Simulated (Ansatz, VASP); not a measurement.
AlN: VASP beside Ansatz

INCAR

```
SYSTEM = AlN
PREC     = Accurate       ! precision mode
ENCUT    = 600            ! plane-wave cutoff, eV
EDIFF    = 1E-7           ! SCF threshold, eV
ISMEAR   = 0              ! smearing method
SIGMA    = 0.02           ! smearing width, eV
LREAL    = .False.        ! projectors in reciprocal space
LASPH    = .True.         ! aspherical terms in the spheres
NELM     = 80             ! most SCF steps
ALGO     = Normal         ! electronic algorithm
ISIF     = 3              ! what is computed and relaxed
LWAVE    = .False.        ! write WAVECAR
LCHARG   = .False.        ! write CHGCAR
GGA      = PE             ! functional
IBRION   = 2              ! ionic algorithm
NSW      = 100            ! ionic steps
EDIFFG   = -0.01          ! ionic threshold
```

Contents of KPOINTS:

```
Automatic mesh
0
Gamma
  4 4 8
  0 0 0
```

The input POSCAR:

```
AlN
1.0
    5.3285990995      0.0000000000      0.0000000000
    0.0000000000      5.3285990995      0.0000000000
    0.0000000000      0.0000000000      3.1217719483
Al N
4 4
Direct
    0.6769562196      0.6769562196      0.0000000000
    0.1769562196      0.8230437804      0.5000000000
    0.8230437804      0.1769562196      0.5000000000
    0.3230437804      0.3230437804      0.0000000000
    0.8153780411      0.8153780411      0.5000000000
    0.1846219589      0.1846219589      0.5000000000
    0.6846219589      0.3153780411      0.0000000000
    0.3153780411      0.6846219589      0.0000000000
```

Input for Ansatz:

```yaml
crystal:
  lattice:
    - [5.3285990995, 0.0, 0.0]
    - [0.0, 5.3285990995, 0.0]
    - [0.0, 0.0, 3.1217719483]
  atoms:
    - { symbol: Al, position: [0.6769562196, 0.6769562196, 0.0] }
    - { symbol: Al, position: [0.1769562196, 0.8230437804, 0.5] }
    - { symbol: Al, position: [0.8230437804, 0.1769562196, 0.5] }
    - { symbol: Al, position: [0.3230437804, 0.3230437804, 0.0] }
    - { symbol: "N", position: [0.8153780411, 0.8153780411, 0.5] }
    - { symbol: "N", position: [0.1846219589, 0.1846219589, 0.5] }
    - { symbol: "N", position: [0.6846219589, 0.3153780411, 0.0] }
    - { symbol: "N", position: [0.3153780411, 0.6846219589, 0.0] }
basis:
  ecutwfc: 420
kpoints:
  mp_grid: { grid: [4, 4, 8] }
hamiltonian:
  xc: pbe
scf:
  occupations: { method: gaussian, width: 0.02 }
output:
  forces: true
  stress: true
  eigenvalues: true
  write_density: true
  write_potential: true
  elf: true
  volumetric_format: npy
relax:
  adjacent_minimum: "off"
  f_tol: 0.01
  max_steps: 80
  cell: { stress_tol: 0.05 }
```

Alike in both runs: task relaxation of cell and atoms; functional PBE; k mesh 4 × 4 × 8; occupations gaussian, width 0.02 eV; no spin polarisation.

|  | VASP | Ansatz |
| --- | --- | --- |
| version | VASP 6.6.1 | Ansatz 0.2.0 |
| potentials or method | VASP PAW PBE potentials, release 64 (Al, N) | scalar-relativistic, plane waves, PAW |
| plane-wave cutoff (eV) | 600 | 420 |
| valence electrons in the cell | 32 | 32 |

```csv
,VASP,Ansatz,Ansatz less VASP
"gap on the k mesh at the Fermi level, each at its own relaxed structure (eV)",3.76,3.74,-0.022
relaxed volume (Å³/atom),11.06,11.08,+0.021
relaxed cell length with the largest relative difference (Å),3.120,3.122,+0.0020
```
